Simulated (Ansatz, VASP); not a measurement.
# One calculation of AlN, two programs

```xyz
2
Lattice="0.0000 2.1840 2.1840 2.1840 0.0000 2.1840 2.1840 2.1840 0.0000" Properties=species:S:1:pos:R:3 pbc="T T T"
Al   -0.3000   -0.3000    0.0000
N     3.2760    3.2760    3.2760
```

Alike in both runs: task single point; functional PBE; k mesh 10 × 10 × 10; occupations gaussian, width 0.05 eV; no spin polarisation.

|  | VASP | Ansatz |
| --- | --- | --- |
| version | VASP 6.6.1 | Ansatz 0.2.0 |
| potentials or method | VASP PAW PBE potentials, release 64 (Al, N) | scalar-relativistic, plane waves, PAW |
| plane-wave cutoff (eV) | 520 | 420 |
| valence electrons in the cell | 8 | 8 |

VASP gave:

| Item | Value |
| --- | --- |
| gap on the k mesh at the Fermi level (eV) | 2.36 |
| least direct gap on the mesh (eV) | 3.01 |
| rms of the force components (eV/Å) | 5.936 |

Which values does Ansatz return?

gap on the k mesh at the Fermi level (eV): 2.38; least direct gap on the mesh (eV): 3.00; rms of the force components (eV/Å): 5.894.

Atom by atom the forces differ by 0.043 eV/Å (rms over components). With one functional, cell and mesh, what is left measures potentials, basis and numerics.

Caveats: forces of over 1 eV/Å show positions far from the minimum, so gaps and moduli don't describe the material at rest. A k mesh can miss the band edges.
